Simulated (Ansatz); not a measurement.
Starting structure of a cell relaxation (symmetry kept):

```cif
data_structure
_symmetry_space_group_name_H-M 'R-3m:H'
_symmetry_Int_Tables_number 166
_cell_length_a 2.4650
_cell_length_b 2.4650
_cell_length_c 10.0695
_cell_angle_alpha 90.000
_cell_angle_beta 90.000
_cell_angle_gamma 120.000
_cell_volume 52.99
loop_
_atom_site_label
_atom_site_type_symbol
_atom_site_symmetry_multiplicity
_atom_site_Wyckoff_symbol
_atom_site_fract_x
_atom_site_fract_y
_atom_site_fract_z
_atom_site_occupancy
C1 C 6 c 0.00000 0.00000 0.83339 1
```

All numbers below come from Ansatz 0.2.0, DFT PBEsol, scalar-relativistic, plane waves, PAW.

Settings: cutoff 420 eV, Γ-centred mesh 15×15×15 on the computed 2-atom cell, Gaussian smearing of 0.02 eV; no spin polarisation.

What does it relax to?

The volume goes up by 0.56 Å³/atom to 9.39 Å³/atom, and the energy falls by 2.5 meV/atom. Final structure:
```xyz
2
Lattice="1.2295 0.7098 3.5877 -1.2295 0.7098 3.5877 0.0000 -1.4197 3.5877" Properties=species:S:1:pos:R:3 pbc="T T T"
C     0.0000    0.0000    8.9696
C     0.0000    0.0000    1.7935
```

 The cell holds layers, and where no dispersion correction was added their binding is poorly described.

Cost: 1 run of about 0.72 core-minutes, on Intel Xeon Platinum 8375C (Ice Lake) (shared hosts).